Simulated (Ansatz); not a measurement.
**ZrC under changes of volume**

One of the cells (13.228 Å³/atom); the others are scaled copies at fixed shape and fractional positions:

```
Zr C
1.0
     0.00000    2.36500    2.36500
     2.36500    0.00000    2.36500
     2.36500    2.36500    0.00000
Zr C
1 1
Direct
  0.50000 0.50000 0.50000
  0.00000 0.00000 0.00000
```

```yaml
Program: Ansatz 0.2.0
Functional: PBE
Potentials_or_basis: Ansatz PAW
Cutoff: "420 eV (not typed: the program's choice for these potentials)"
k_mesh: 10 × 10 × 10
Occupations: fermi-dirac, width 0.05 eV
Spin: no spin polarisation
```

```tsv
volume (Å³/atom)	energy over the lowest point (meV/atom)	pressure (GPa)
12.434	21.42	11.8
12.699	6.45	6.4
12.963	0.00	1.5
13.228	1.27	-2.9
13.493	?	?
13.757	23.92	-10.5
14.022	44.04	-13.8
```

Task: What does the run at 13.493 Å³/atom give?

Result: Energy over the lowest point 9.45 meV/atom; pressure -6.9 GPa.

Worked out: A Birch-Murnaghan fit of order 3 (a polynomial in V^(-2/3)) to the other rows has its minimum at 13.05 Å³/atom with B0 = V·E''(V) = 222 GPa and B' = 4.1. It gives 9.49 meV/atom at 13.493 Å³/atom, against the run's 9.45, and -dE/dV = -6.9 GPa, against -6.9.

Energies are extrapolated to zero smearing.
